The energy change is the free energy per atom of a deformed hcp rhodium cell, less that of the relaxed cell, from density functional theory with a meta-GGA functional. The axial ratio is the cell's height-to-width ratio divided by its relaxed value, and the volume is the same in every row. The pressure is the mean of the stresses along the three directions, positive when the cell pushes outward.

Three sizes are worth remembering. Raising the ratio by 5 % costs 16 meV per atom, raising it by 10 % costs about four times as much, and raising it by 20 % costs about a quarter of an electronvolt. The mean pressure meanwhile climbs from almost nothing to about 10 GPa.

Hcp rhodium (a = 2.704 Å, c = 4.349 Å) deformed along c at fixed volume and fixed fractional coordinates, from scalar-relativistic plane-wave PAW calculations in Ansatz 0.2.0 with the r2SCAN functional and no spin polarisation. The cutoff is 500 eV, the k mesh 30×30×16 and the Gaussian smearing 0.15 eV. Energies are free energies, and pressure is positive in compression.

```tsv
axial ratio (over its starting value)	energy change (meV/atom)	pressure (GPa)
0.85	186.5	8.49
0.92	53.8	2.81
0.96	14.1	0.93
1	0.0	0.10
1.05	16.0	0.52
1.1	65.4	2.40
1.2	264.7	10.42
```

## Why it pushes outward both ways

Think first of hard balls. Stacked in the hcp pattern they fill space best at one height-to-width ratio, the ideal one, where all twelve neighbours touch. Flatten or stretch that stack and it needs more room. If the room is refused, the balls press on the walls whichever way the stack was deformed.

Rhodium atoms are softer, but the geometry is the same. Each atom has six neighbours in its own layer and six in the layers above and below. At fixed volume one set must shorten when the other lengthens. At an axial ratio of 1.2 the contacts within a layer shrink to 2.54 Å while those between layers grow to 2.86 Å; at 0.85 the roles are swapped.

Now consider how the repulsive energy of two atoms varies with distance. If it fell along a straight line, the loss on the shortened contacts and the gain on the lengthened ones would nearly cancel. Real repulsion steepens as atoms approach, so the shortened set costs more than the other set gives back, and the energy rises on both sides. The outward push needs one thing more, because pressure comes from forces: the force between two atoms must itself grow faster and faster as they approach. Then the shortened contacts gain more push than the lengthened ones lose. A repulsion that falls off exponentially with distance behaves in both ways. The calculation agrees with the picture but does not isolate repulsion as the cause.

## A model with one worked row

Let $u_1$ and $u_2$ be the fractional changes of the two contact lengths from their common length in the ideal shape, 2.69 Å at this volume. Take the repulsive energy as $A(e^{-pu_1}+e^{-pu_2})$, where $A$ is its strength and $p$ its steepness, and let everything else depend on volume alone. A uniform expansion lengthens all contacts together, so differentiating with respect to volume gives the pressure:

$$P = K\left[(1+u_1)e^{-pu_1}+(1+u_2)e^{-pu_2}\right]+\text{constant}, \qquad K=\frac{Ap}{3V}.$$

The constant drops out when the relaxed cell is subtracted. With $p=13$, a fit to the pressure rises of the six deformed cells gives $K$ of about 27 GPa.

For the cell at 1.2, $u_1$ is about −0.054 and $u_2$ about +0.064. The two exponentials are then 2.02 and 0.44, and the bracket comes to about 2.38, against 2.00 for the relaxed cell. Multiplying the difference by 27 GPa gives a rise of 10 GPa, as in the table. This row was part of the fit, so the estimate illustrates the mechanism and does not test it.

Across the six rows the model stays within about 0.15 GPa of the computed rise, although at 1.05 its miss is over a quarter of a small value. The steepness was chosen to make energy and pressure agree in overall size at the two ends. If the pressures alone choose it, they prefer a softer repulsion, and the energies at the ends then come out 20 to 40 % too high. The contact picture therefore describes the pressure better than the energy; the output below gives both fits.

## The rows that seem out of order

Compare the cells at 0.96 and 1.05. The first has the lower energy, 14.1 against 16.0 meV per atom, yet the higher pressure, 0.93 against 0.52 GPa. The cells at 0.92 and 1.1 show the same reversal. A single valley shared by both quantities would hardly do this. The two valleys have different centres.

The pressure roughly follows the distance from the ideal shape, which lies at an axial ratio of 1.015. The cell at 0.96 is farther from that point than the one at 1.05, so it pushes harder. The energy has its minimum where the stresses along and across the axis balance, at about 1.002. Measured from there, 0.96 is the nearer of the two, and it costs less. Both comparisons come out the same way for 0.92 and 1.1.

So something besides contact repulsion must favour a slightly flattened crystal, because repulsion between nearest neighbours alone would put the energy minimum at the ideal shape. Since the pressure is described fairly well without it, this extra energy probably changes less with volume than the repulsion does. A likely source is the bonding by d electrons, which depends on the directions of the neighbours as well as their distances; more distant neighbours may also contribute. The calculation does not separate the two.

The same preference would help explain why stretching to 1.2 costs 1.42 times as much as flattening to 0.85. Part of that is bookkeeping: in logarithmic terms 1.2 is the larger deformation, and a simple spring would already give 1.26. The contact model gives only 1.20, so it misses the remaining asymmetry. An energy that favours flattening acts in the right direction, but how large it is far from the relaxed shape depends on the steepness chosen.

## What to do with these numbers

Do not read the mean pressure as the load on the crystal. At 1.2 the cell pushes outward with 29 GPa across the axis and pulls inward with 26 GPa along it. The small average hides two large stresses that both drive the cell back towards its relaxed shape. For any question of strength or strain, use the separate components.

Decide also whether fixed volume suits the problem. A strained film is usually free to change its thickness, and a crystal pulled along one axis is free to change its width. The positive pressures show that the strongly deformed cells would expand if allowed, so the tabulated energies are upper limits for a given axial ratio.

If the material is already compressed, expect shape changes to cost more. Pressure rise times volume, divided by energy change, tells how fast: it is 3.9 at 0.85 and 3.4 at 1.2. Squeezing the volume by 1 % thus makes these two deformations 3 to 4 % more expensive.

Finally, keep the reference in mind. Rhodium is normally fcc, and this path stays hexagonal throughout, so the energies describe the stiffness of the hcp form and not its stability against fcc. Magnetism was not allowed in the calculation; whether it would lower the energy of a deformed cell is untested.

Output of the analysis:

```
fit of dp on 6 rows (abs(lx) > 0.001): coefficient of gg 27.28 +/- 0.22; rms 0.103, worst 1.1 -0.151, leave-one-out rms 0.13
  rows outside the fit (model, value, miss): 1.0 0, 0, 0
fit of dp on 6 rows (abs(lx) > 0.001): coefficient of (1+ua)*exp(-s*ua) + (1+ud)*exp(-s*ud) - (1+ua1)*exp(-s*ua1) - (1+ud1)*exp(-s*ud1) 45.51 +/- 0.34, s 10.72; rms 0.0832, worst 1.1 -0.134, leave-one-out rms 0.241
  rows outside the fit (model, value, miss): 1.0 0, 0, 0
Contacts (Å), pressure rise (GPa), energy (meV/atom):
   row  in layer  between layers  pressure rise  model rise  model energy  energy left over
  0.85     2.855           2.554           8.39       8.486           206            -19.47
  0.92      2.78           2.609           2.71       2.799         67.68            -13.88
  0.96     2.741           2.642           0.83      0.8937         21.57            -7.471
   1.0     2.704           2.677              0           0    -1.201e-13         1.201e-13
  1.05      2.66           2.721           0.42      0.3025         7.284             8.716
   1.1     2.619           2.767            2.3       2.149         51.73             13.67
   1.2     2.545           2.861          10.32       10.25         247.1             17.57
Axial ratio at which c/a is ideal: 1.015
Axial ratio at which the opposing stresses balance: 1.002
Energy at 1.2 over energy at 0.85, table: 1.419
The same ratio, harmonic in logarithmic strain: 1.259
The same ratio, contact model: 1.2
Pressure rise at 1.2 over that at 0.85, table: 1.23
Pressure rise times volume over energy, at 0.85: 3.866
Pressure rise times volume over energy, at 1.2: 3.351
Energy at 0.85 if pressure alone sets the steepness, meV/atom: 261.5
Energy at 1.2 if pressure alone sets the steepness, meV/atom: 318.8
```
